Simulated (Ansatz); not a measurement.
**Nb(100) with 4 layers of random Nb-Au, 2x2: scattering by chemical disorder**

Aim: the residual resistivity of a random alloy, from Nb(100) with 4 layers of random Nb-Au, 2x2 and longer regions.

Main program and level: Ansatz 0.2.0; Ansatz plane-wave DFT, PBE, PAW files; ballistic transport by layer matching (Landauer), zero bias; PAW set soft_1.

### Step 1. Starting point

The cell holds 56 atoms: 52 Nb and 4 Au. Its edges and angles: a = 6.613 Å, b = 6.613 Å, c = 23.144 Å, α = 90.0°, β = 90.0°, γ = 90.0°. It derives from Nb. Regions: lead, 40 atoms (40 Nb); scattering region, 16 atoms (4 Au and 12 Nb). The structure is stacked along c, and the current runs across the ab planes.

### Step 2. With 4 alloy layers

In 4 layers a share of 0.25 of the sites is given to Au at random. The layers about the cell's end stay perfect and serve as the lead. Disorder leaves little or no symmetry, which makes such runs dear. Energies from -0.05 to 0.05 eV in steps of 0.05 eV are too few for the program's thermal sum, so it prints no conductance; for a metal the transmission near the Fermi level serves, at a fraction of the cost.

File input.yaml:

```yaml
crystal:
  lattice:
    - [6.6126, 0.0, 0.0]
    - [0.0, 6.6126, 0.0]
    - [0.0, 0.0, 23.1441]
  atoms:
    - { symbol: Nb, position: [0.0, 0.0, 0.0357142857] }
    - { symbol: Nb, position: [0.0, 0.5, 0.0357142857] }
    - { symbol: Nb, position: [0.5, 0.0, 0.0357142857] }
    - { symbol: Nb, position: [0.5, 0.5, 0.0357142857] }
    - { symbol: Nb, position: [0.25, 0.25, 0.1071428571] }
    - { symbol: Nb, position: [0.25, 0.75, 0.1071428571] }
    - { symbol: Nb, position: [0.75, 0.25, 0.1071428571] }
    - { symbol: Nb, position: [0.75, 0.75, 0.1071428571] }
    - { symbol: Nb, position: [0.0, 0.0, 0.1785714286] }
    - { symbol: Nb, position: [0.0, 0.5, 0.1785714286] }
    - { symbol: Nb, position: [0.5, 0.0, 0.1785714286] }
    - { symbol: Nb, position: [0.5, 0.5, 0.1785714286] }
    - { symbol: Nb, position: [0.25, 0.25, 0.25] }
    - { symbol: Nb, position: [0.25, 0.75, 0.25] }
    - { symbol: Nb, position: [0.75, 0.25, 0.25] }
    - { symbol: Nb, position: [0.75, 0.75, 0.25] }
    - { symbol: Nb, position: [0.0, 0.0, 0.3214285714] }
    - { symbol: Nb, position: [0.0, 0.5, 0.3214285714] }
    - { symbol: Nb, position: [0.5, 0.0, 0.3214285714] }
    - { symbol: Nb, position: [0.5, 0.5, 0.3214285714] }
    - { symbol: Au, position: [0.25, 0.25, 0.3928571429] }
    - { symbol: Nb, position: [0.25, 0.75, 0.3928571429] }
    - { symbol: Nb, position: [0.75, 0.25, 0.3928571429] }
    - { symbol: Nb, position: [0.75, 0.75, 0.3928571429] }
    - { symbol: Nb, position: [0.0, 0.0, 0.4642857143] }
    - { symbol: Nb, position: [0.0, 0.5, 0.4642857143] }
    - { symbol: Au, position: [0.5, 0.0, 0.4642857143] }
    - { symbol: Nb, position: [0.5, 0.5, 0.4642857143] }
    - { symbol: Nb, position: [0.25, 0.25, 0.5357142857] }
    - { symbol: Nb, position: [0.25, 0.75, 0.5357142857] }
    - { symbol: Nb, position: [0.75, 0.25, 0.5357142857] }
    - { symbol: Nb, position: [0.75, 0.75, 0.5357142857] }
    - { symbol: Au, position: [0.0, 0.0, 0.6071428571] }
    - { symbol: Nb, position: [0.0, 0.5, 0.6071428571] }
    - { symbol: Nb, position: [0.5, 0.0, 0.6071428571] }
    - { symbol: Au, position: [0.5, 0.5, 0.6071428571] }
    - { symbol: Nb, position: [0.25, 0.25, 0.6785714286] }
    - { symbol: Nb, position: [0.25, 0.75, 0.6785714286] }
    - { symbol: Nb, position: [0.75, 0.25, 0.6785714286] }
    - { symbol: Nb, position: [0.75, 0.75, 0.6785714286] }
    - { symbol: Nb, position: [0.0, 0.0, 0.75] }
    - { symbol: Nb, position: [0.0, 0.5, 0.75] }
    - { symbol: Nb, position: [0.5, 0.0, 0.75] }
    - { symbol: Nb, position: [0.5, 0.5, 0.75] }
    - { symbol: Nb, position: [0.25, 0.25, 0.8214285714] }
    - { symbol: Nb, position: [0.25, 0.75, 0.8214285714] }
    - { symbol: Nb, position: [0.75, 0.25, 0.8214285714] }
    - { symbol: Nb, position: [0.75, 0.75, 0.8214285714] }
    - { symbol: Nb, position: [0.0, 0.0, 0.8928571429] }
    - { symbol: Nb, position: [0.0, 0.5, 0.8928571429] }
    - { symbol: Nb, position: [0.5, 0.0, 0.8928571429] }
    - { symbol: Nb, position: [0.5, 0.5, 0.8928571429] }
    - { symbol: Nb, position: [0.25, 0.25, 0.9642857143] }
    - { symbol: Nb, position: [0.25, 0.75, 0.9642857143] }
    - { symbol: Nb, position: [0.75, 0.25, 0.9642857143] }
    - { symbol: Nb, position: [0.75, 0.75, 0.9642857143] }
kpoints:
  mp_grid: { grid: [4, 4, 1] }
hamiltonian:
  xc: pbe
  pseudopotentials: { kind: paw, azcp: { folder: soft_1 } }
scf:
  occupations: { method: fermi_dirac, width: 0.1 }
output:
  transmission: { leads: [[0, 4]], kmesh: [8, 8], e_range: [-0.05, 0.05], de: 0.05 }
  write_potential: true
  write_density: true
  volumetric_format: npy
```

Started as:

```
$ ansatz run input.yaml --threads 4 --pin off --max-ram 15360MiB --backend cpu --events-out ev --progress --plain --runs-dir out
```

Numbers of over 12 decimals in the logs are rounded to 6 here.

Output:

```text
Engine: ansatz 0.2.0, aarch64-unknown-linux-gnu
Pseudopotentials: kind: paw
Pseudopotential: Nb, paw, valence charge 13, recommended cutoff 420 eV (normal), soft_1/Nb.paw.azcp
Pseudopotential: Au, paw, valence charge 19, recommended cutoff 420 eV (normal), soft_1/Au.paw.azcp
Functional definition: PBE
  parameter kappa = 0.804
  parameter beta = 0.066725
  exchange = pbe_x(kappa = kappa, mu = beta*pi^2/3)
  correlation = pbe_c(beta = beta)
Crystal: 56 atoms, lattice volume = 1012.010 Å³
Basis set: ecut = 420 eV, 19757 PW (Γ)
Bands: 452, of which v1, the nominal top of the filled ones, is band 376 counted from 1 (375 counted from 0)
Symmetry: 2 space group operations
Space group: Cm (ITA 8), of the structure as read, at distance tolerance 1.0e-4 Å
k-points: 7 of 16 (time reversal used)
Non-local potential: Nb, projectors of the file, l = 0: 3, l = 1: 2, l = 2: 2, l = 3: 1
Non-local potential: Au, projectors of the file, l = 0: 3, l = 1: 2, l = 2: 2, l = 3: 1
PAW form: soft (Blöchl's): semilocal exchange-correlation on the pseudo side does not see the compensation charge
PAW one-centre angular grid: Nb, 590 points (default); XC on 64 Gauss nodes
PAW one-centre angular grid: Au, 590 points (default); XC on 64 Gauss nodes
Initial density: superposition of atomic densities (chi_scale 0.1, normalization cell, long waves of neutral atoms (reshape's long-wave potential 8.86 eV rms, cloud 3.00 Å wide))
Initial wavefunctions: pseudopotential atomic-orbital guess
Functional: x = pbe(κ = 0.804, μ = 0.219515), c = pbe(β = 0.066725)
SCF iter   1: F=—  HF=-289532.575978 eV  |F-HF|=—  |Δ(HF+E_count)|=         —  Δρ=2.69e-1  dr2=5.98e3  ethr=3.10e-3  ⟨swp⟩=6.9  Hψ=11265  notcnv=0
preconditioner: auto → Kerker (q_TF=auto, 2.597 Å⁻¹)  [metal: Δε(μ)=0.007 eV  Ē_g=4.211 eV  σ=0.100 eV  W_gap=0.02  n_scr=294 (ndim 8)  ℏωp=20.4 eV  f_vac=0.000  D(μ)=37.40/eV (n_scr^D=294)]
SCF iter   2: F=—  HF=-289343.661359 eV  |F-HF|=—  |Δ(HF+E_count)|=    1.89e2  Δρ=6.69e-2  dr2=6.04e2  ethr=3.10e-3  ⟨swp⟩=11.1  Hψ=20981  notcnv=0  defer=6
SCF iter   3: F=—  HF=-289331.051870 eV  |F-HF|=—  |Δ(HF+E_count)|=    1.26e1  Δρ=3.25e-2  dr2=1.48e2  ethr=3.10e-3  ⟨swp⟩=6.4  Hψ=7676  notcnv=0  defer=21
SCF iter   4: F=—  HF=-289327.290104 eV  |F-HF|=—  |Δ(HF+E_count)|=    3.76e0  Δρ=9.59e-3  dr2=1.95e0  ethr=3.10e-3  ⟨swp⟩=7.7  Hψ=9316  notcnv=0  defer=23
SCF iter   5: F=—  HF=-289327.098223 eV  |F-HF|=—  |Δ(HF+E_count)|=   1.92e-1  Δρ=3.20e-3  dr2=1.18e0  ethr=2.59e-4  ⟨swp⟩=6.4  Hψ=5743  notcnv=0  defer=25
SCF iter   6: F=—  HF=-289327.058856 eV  |F-HF|=—  |Δ(HF+E_count)|=   3.94e-2  Δρ=8.99e-4  dr2=5.88e-2  ethr=1.57e-4  ⟨swp⟩=2.0  Hψ=3532  notcnv=0  defer=11
SCF iter   7: F=—  HF=-289327.055429 eV  |F-HF|=—  |Δ(HF+E_count)|=   3.43e-3  Δρ=3.85e-4  dr2=4.29e-3  ethr=7.82e-6  ⟨swp⟩=2.0  Hψ=4010  notcnv=0  defer=11
SCF iter   8: F=—  HF=-289327.054811 eV  |F-HF|=—  |Δ(HF+E_count)|=   6.18e-4  Δρ=9.47e-5  dr2=3.42e-4  ethr=5.71e-7  ⟨swp⟩=2.0  Hψ=4240  notcnv=0  defer=11
SCF iter   9: F=—  HF=-289327.054731 eV  |F-HF|=—  |Δ(HF+E_count)|=   8.00e-5  Δρ=3.04e-5  dr2=2.65e-5  ethr=4.55e-8  ⟨swp⟩=2.1  Hψ=4358  notcnv=0  defer=11
SCF iter  10: F=—  HF=-289327.054028 eV  |F-HF|=—  |Δ(HF+E_count)|=   7.03e-4  Δρ=5.22e-6  dr2=8.71e-7  ethr=3.53e-9  ⟨swp⟩=2.0  Hψ=4377  notcnv=0  defer=11
SCF iter  11: F=-289327.054028 eV  HF=-289327.054028 eV  |F-HF|=1.78e-8  |Δ(HF+E_count)|=   5.09e-8  Δρ=1.23e-6  dr2=2.43e-8  ethr=1.33e-11  ⟨swp⟩=14.7  Hψ=12713  notcnv=0
SCF 1 converged in 11 iterations: F = -289327.054028 eV  dr2 = 2.43e-8
  greatest PAW one-centre occupation: 1.000 electrons in one spin orbital (limit 2), on the Au atom at site 35 (counted from 0), in its partial waves of l = 0
transmission: 90 of 882 steps passed
transmission: 180 of 882 steps passed
[...]
transmission: 882 of 882 steps passed
SCF converged after 11 iterations
Free energy (F): -289327.054028 eV
Harris-Foulkes:  -289327.054028 eV  (|F-HF|=1.78e-8)
Internal energy: -289324.870616 eV  (E = F + TS)
E sigma→0 (E₀):  -289325.962322 eV
Entropy (-TS):   -2.183412 eV (-38.990 meV/atom)
Fermi energy:    17.979327 eV
--- Per-component energies (eV) ---
  E_band       = -4553.870815
  E_kinetic    = 21703.436932
  E_local      = -43919.566525  (includes V_loc(G=0)·N_el)
  E_nonlocal   = 5313.180295
  E_hartree    = 15764.443511
  E_xc         = -9484.378785
  E_vxc        = -11487.276699  (∫ρ·V_xc dr)
  E_paw        = -199189.716919  (= ΣΔE_a)
  E_vpaw       = -7692.535810  (= ΣTr[D̂ρ^β])
  E_aug_tail   = 0.008326  (compensation charges beyond the density's cutoff)
  E_ewald      = -79512.277450
  E_smearing   = -2.183412  (= −TS)
  E_closure    = 0.000000  (closes the sum)
  Σ components = -289327.054028   (vs F -289327.054028, Δ=0.00e0)
--- Band table (eV; the first three rows and the last of 7) ---
  k-point 0: bands = [... 372 lower, 18.3165, 18.3186, 18.3246, 18.3953, 18.3967, 18.4233, 18.4246, 18.4785, ... 72 higher]
  k-point 1: bands = [... 372 lower, 18.0886, 18.1185, 18.1534, 18.1981, 18.2329, 18.2427, 18.3081, 18.3472, ... 72 higher]
  k-point 2: bands = [... 372 lower, 17.8926, 17.8996, 17.9252, 17.9500, 17.9850, 18.0054, 18.0094, 18.0266, ... 72 higher]
  k-point 6: bands = [... 372 lower, 17.3498, 17.3763, 17.3779, 17.3879, 17.4090, 17.4282, 17.4453, 17.4614, ... 72 higher]
--- Transmission ---
  basis      : 385 plane waves across, 42 finite elements along
  points     : 21, standing for a mesh of 8 x 8
  energies   : 3 from -0.050000 to 0.050000 eV about the Fermi level, 0.050000 eV apart; the leads are filled to 0.000000 eV, and channels, transmission and decay are at 0.000000 eV
  crystal 0  : Nb4, at the sites [0, 4], period 1.6531 Å, over 16.53 Å; its Hamiltonian steps by up to 13.5 meV
    offset         : up to 0.0000 Å between an atom of the period and one for which it stands
    channels       : 1.085938e1 a spin
    conductance    : none, the energies end too early or step too widely for 300 K: set another output.transmission.e_range or a lower de, or, where they end at an eighth of basis.ecutwfc, a higher one
  junction   : crystal 0 to crystal 0, 0.70 to 22.19 Å
    transmission   : 4.010105e0 a spin
    conductance    : none, the energies end too early or step too widely for 300 K: set another output.transmission.e_range or a lower de, or, where they end at an eighth of basis.ecutwfc, a higher one
```

Elapsed: 14 min, on 4 threads of Arm Neoverse V1, shared host; peak memory 8.2 GiB; 46 min of CPU time.

This step gave:

```yaml
free_energy: -289327.0540 eV
energy_at_zero_smearing: -289325.9623 eV
fermi_energy: 17.98 eV
cell_area: 43.73 Å²
transmission_per_spin_nearest_the_fermi_level: 4.010
open_channels_per_spin_nearest_the_fermi_level: 10.86
step_of_the_lead_s_potential: 13.5 meV
```

Per spin. Table of transmission, zone mean by energy, zero at the Fermi level:

```
energy (eV)  transmission, zone mean
    -0.0500                     4.15
     0.0000                     4.01
     0.0500                     3.92
```

Per spin. The open channels, zone mean, lead by energy, zero at the Fermi level:

```
energy (eV)  open channels, zone mean, lead
    -0.0500                            11.7
     0.0000                            10.9
     0.0500                            10.4
```

Transmission over k1 and k2. At 0.0000 eV from the Fermi level.

Ten even steps from '0' (1.59) to '9' (5.74):
```
01467641
14689854
36899886
47999997
36889986
14589864
01467641
00134310
```
Columns: k1 (b1) from -0.5 to 0.375; rows upwards: k2 (b2) from -0.5 to 0.375.

Open channels over k1 and k2. At 0.0000 eV from the Fermi level.

Values, 8 rows by 8 columns:
```
 4.0  9.0  9.0 14.0 14.0 14.0  9.0  9.0
10.0  9.0 10.0 12.0 14.0 12.0 10.0  9.0
10.0 14.0 12.0 11.0 11.0 11.0 12.0 14.0
14.0 14.0 14.0 11.0 11.0 11.0 14.0 14.0
10.0 14.0 12.0 11.0 11.0 11.0 12.0 14.0
10.0  9.0 10.0 12.0 14.0 12.0 10.0  9.0
 4.0  9.0  9.0 14.0 14.0 14.0  9.0  9.0
 4.0  4.0 10.0 10.0 14.0 10.0 10.0  4.0
```
Columns: k1 (b1) from -0.5 to 0.375; rows upwards: k2 (b2) from -0.5 to 0.375.

Over the solved energies the transmission per spin lies between 3.92 and 4.15, out of 11.0 channels of the lead on average (up to 11.7).

### Step 3. With 8 alloy layers

In 8 layers a share of 0.25 of the sites is given to Au at random. A fresh draw is used; the growth of the resistance with length is what counts.

System of this step: Nb(100) with 8 layers of random Nb-Au, 2x2. The cell holds 72 atoms: 64 Nb and 8 Au. Cell: a = 6.613 Å, b = 6.613 Å, c = 29.757 Å, α = 90.0°, β = 90.0°, γ = 90.0°. It derives from Nb. Regions: lead, 40 atoms (40 Nb); scattering region, 32 atoms (24 Nb and 8 Au). The structure is stacked along c, and the current runs across the ab planes.

File input.yaml:

```yaml
crystal:
  lattice:
    - [6.6126, 0.0, 0.0]
    - [0.0, 6.6126, 0.0]
    - [0.0, 0.0, 29.7567]
  atoms:
    - { symbol: Nb, position: [0.0, 0.0, 0.0277777778] }
    - { symbol: Nb, position: [0.0, 0.5, 0.0277777778] }
    - { symbol: Nb, position: [0.5, 0.0, 0.0277777778] }
    - { symbol: Nb, position: [0.5, 0.5, 0.0277777778] }
    - { symbol: Nb, position: [0.25, 0.25, 0.0833333333] }
    - { symbol: Nb, position: [0.25, 0.75, 0.0833333333] }
    - { symbol: Nb, position: [0.75, 0.25, 0.0833333333] }
    - { symbol: Nb, position: [0.75, 0.75, 0.0833333333] }
    - { symbol: Nb, position: [0.0, 0.0, 0.1388888889] }
    - { symbol: Nb, position: [0.0, 0.5, 0.1388888889] }
    - { symbol: Nb, position: [0.5, 0.0, 0.1388888889] }
    - { symbol: Nb, position: [0.5, 0.5, 0.1388888889] }
    - { symbol: Nb, position: [0.25, 0.25, 0.1944444444] }
    - { symbol: Nb, position: [0.25, 0.75, 0.1944444444] }
    - { symbol: Nb, position: [0.75, 0.25, 0.1944444444] }
    - { symbol: Nb, position: [0.75, 0.75, 0.1944444444] }
    - { symbol: Nb, position: [0.0, 0.0, 0.25] }
    - { symbol: Nb, position: [0.0, 0.5, 0.25] }
    - { symbol: Nb, position: [0.5, 0.0, 0.25] }
    - { symbol: Nb, position: [0.5, 0.5, 0.25] }
    - { symbol: Nb, position: [0.25, 0.25, 0.3055555556] }
    - { symbol: Nb, position: [0.25, 0.75, 0.3055555556] }
    - { symbol: Nb, position: [0.75, 0.25, 0.3055555556] }
    - { symbol: Nb, position: [0.75, 0.75, 0.3055555556] }
    - { symbol: Nb, position: [0.0, 0.0, 0.3611111111] }
    - { symbol: Nb, position: [0.0, 0.5, 0.3611111111] }
    - { symbol: Nb, position: [0.5, 0.0, 0.3611111111] }
    - { symbol: Nb, position: [0.5, 0.5, 0.3611111111] }
    - { symbol: Nb, position: [0.25, 0.25, 0.4166666667] }
    - { symbol: Au, position: [0.25, 0.75, 0.4166666667] }
    - { symbol: Nb, position: [0.75, 0.25, 0.4166666667] }
    - { symbol: Nb, position: [0.75, 0.75, 0.4166666667] }
    - { symbol: Au, position: [0.0, 0.0, 0.4722222222] }
    - { symbol: Nb, position: [0.0, 0.5, 0.4722222222] }
    - { symbol: Nb, position: [0.5, 0.0, 0.4722222222] }
    - { symbol: Au, position: [0.5, 0.5, 0.4722222222] }
    - { symbol: Au, position: [0.25, 0.25, 0.5277777778] }
    - { symbol: Nb, position: [0.25, 0.75, 0.5277777778] }
    - { symbol: Nb, position: [0.75, 0.25, 0.5277777778] }
    - { symbol: Nb, position: [0.75, 0.75, 0.5277777778] }
    - { symbol: Nb, position: [0.0, 0.0, 0.5833333333] }
    - { symbol: Nb, position: [0.0, 0.5, 0.5833333333] }
    - { symbol: Nb, position: [0.5, 0.0, 0.5833333333] }
    - { symbol: Nb, position: [0.5, 0.5, 0.5833333333] }
    - { symbol: Nb, position: [0.25, 0.25, 0.6388888889] }
    - { symbol: Au, position: [0.25, 0.75, 0.6388888889] }
    - { symbol: Nb, position: [0.75, 0.25, 0.6388888889] }
    - { symbol: Nb, position: [0.75, 0.75, 0.6388888889] }
    - { symbol: Au, position: [0.0, 0.0, 0.6944444444] }
    - { symbol: Nb, position: [0.0, 0.5, 0.6944444444] }
    - { symbol: Au, position: [0.5, 0.0, 0.6944444444] }
    - { symbol: Au, position: [0.5, 0.5, 0.6944444444] }
    - { symbol: Nb, position: [0.25, 0.25, 0.75] }
    - { symbol: Nb, position: [0.25, 0.75, 0.75] }
    - { symbol: Nb, position: [0.75, 0.25, 0.75] }
    - { symbol: Nb, position: [0.75, 0.75, 0.75] }
    - { symbol: Nb, position: [0.0, 0.0, 0.8055555556] }
    - { symbol: Nb, position: [0.0, 0.5, 0.8055555556] }
    - { symbol: Nb, position: [0.5, 0.0, 0.8055555556] }
    - { symbol: Nb, position: [0.5, 0.5, 0.8055555556] }
    - { symbol: Nb, position: [0.25, 0.25, 0.8611111111] }
    - { symbol: Nb, position: [0.25, 0.75, 0.8611111111] }
    - { symbol: Nb, position: [0.75, 0.25, 0.8611111111] }
    - { symbol: Nb, position: [0.75, 0.75, 0.8611111111] }
    - { symbol: Nb, position: [0.0, 0.0, 0.9166666667] }
    - { symbol: Nb, position: [0.0, 0.5, 0.9166666667] }
    - { symbol: Nb, position: [0.5, 0.0, 0.9166666667] }
    - { symbol: Nb, position: [0.5, 0.5, 0.9166666667] }
    - { symbol: Nb, position: [0.25, 0.25, 0.9722222222] }
    - { symbol: Nb, position: [0.25, 0.75, 0.9722222222] }
    - { symbol: Nb, position: [0.75, 0.25, 0.9722222222] }
    - { symbol: Nb, position: [0.75, 0.75, 0.9722222222] }
kpoints:
  mp_grid: { grid: [4, 4, 1] }
hamiltonian:
  xc: pbe
  pseudopotentials: { kind: paw, azcp: { folder: soft_1 } }
scf:
  occupations: { method: fermi_dirac, width: 0.1 }
output:
  transmission: { leads: [[0, 4]], kmesh: [8, 8], e_range: [-0.05, 0.05], de: 0.05 }
  write_potential: true
  write_density: true
  volumetric_format: npy
```

Output:

```text
[...]
Crystal: 72 atoms, lattice volume = 1301.156 Å³
Basis set: ecut = 420 eV, 25467 PW (Γ)
Bands: 591, of which v1, the nominal top of the filled ones, is band 492 counted from 1 (491 counted from 0)
Symmetry: 1 space group operations
[...]
k-points: 10 of 16 (time reversal used)
[...]
SCF iter   1: F=—  HF=-396959.131357 eV  |F-HF|=—  |Δ(HF+E_count)|=         —  Δρ=3.31e-1  dr2=1.66e4  ethr=3.10e-3  ⟨swp⟩=4.3  Hψ=19693  notcnv=0
[...]
SCF iter  12: F=-396560.026898 eV  HF=-396560.026898 eV  |F-HF|=2.00e-8  |Δ(HF+E_count)|=   1.03e-8  Δρ=6.87e-7  dr2=2.30e-8  ethr=1.02e-11  ⟨swp⟩=14.1  Hψ=20756  notcnv=0
SCF 1 converged in 12 iterations: F = -396560.026898 eV  dr2 = 2.30e-8
[...]
transmission: 192 of 1870 steps passed
transmission: 375 of 1870 steps passed
[...]
transmission: 1870 of 1870 steps passed
SCF converged after 12 iterations
Free energy (F): -396560.026898 eV
[...]
Internal energy: -396557.195283 eV  (E = F + TS)
E sigma→0 (E₀):  -396558.611090 eV
Entropy (-TS):   -2.831614 eV (-39.328 meV/atom)
Fermi energy:    18.073248 eV
[...]
--- Band table (eV; the first three rows and the last of 10) ---
  k-point 0: bands = [... 488 lower, 18.4140, 18.4146, 18.4323, 18.4594, 18.4667, 18.4806, 18.5151, 18.5360, ... 95 higher]
  k-point 1: bands = [... 488 lower, 18.2227, 18.2348, 18.2501, 18.2712, 18.2947, 18.3231, 18.3460, 18.3574, ... 95 higher]
  k-point 2: bands = [... 488 lower, 18.0011, 18.0058, 18.0088, 18.0267, 18.0449, 18.0471, 18.0696, 18.0996, ... 95 higher]
  k-point 9: bands = [... 488 lower, 17.4936, 17.5079, 17.5150, 17.5503, 17.5617, 17.5699, 17.5892, 17.5935, ... 95 higher]
--- Transmission ---
  basis      : 385 plane waves across, 55 finite elements along
  points     : 34, standing for a mesh of 8 x 8
[...]
channels       : 1.060938e1 a spin
[...]
junction   : crystal 0 to crystal 0, 2.35 to 30.45 Å
    transmission   : 3.024151e0 a spin
[...]
```

Elapsed: 33 min, on 4 threads; peak memory 8.7 GiB; 1.9 h of CPU time.

Numbers from this step:

| Item | Value |
| --- | --- |
| free energy | -396560.0269 eV |
| energy at zero smearing | -396558.6111 eV |
| Fermi energy | 18.07 eV |
| transmission per spin nearest the Fermi level | 3.024 |
| open channels per spin nearest the Fermi level | 10.61 |
| step of the lead's potential | 4.3 meV |

Per spin. Table of transmission, zone mean by energy, zero at the Fermi level:

```
energy (eV)  transmission, zone mean
    -0.0500                     3.17
     0.0000                     3.02
     0.0500                     2.96
```

Over the solved energies the transmission per spin lies between 2.96 and 3.17, out of 10.8 channels of the lead on average (up to 11.5).

(Continued in part 2 of 2.)

[Logs are printed without paths, hosts, clocks, repeated set-up lines and the standing remarks that a program may print on its own settings, such as how far it seeks lower states.]

[Hosts, paths, dates, database ids (printed as entryN), source tags and the programs' standing remarks are cut or masked in the printed files.]
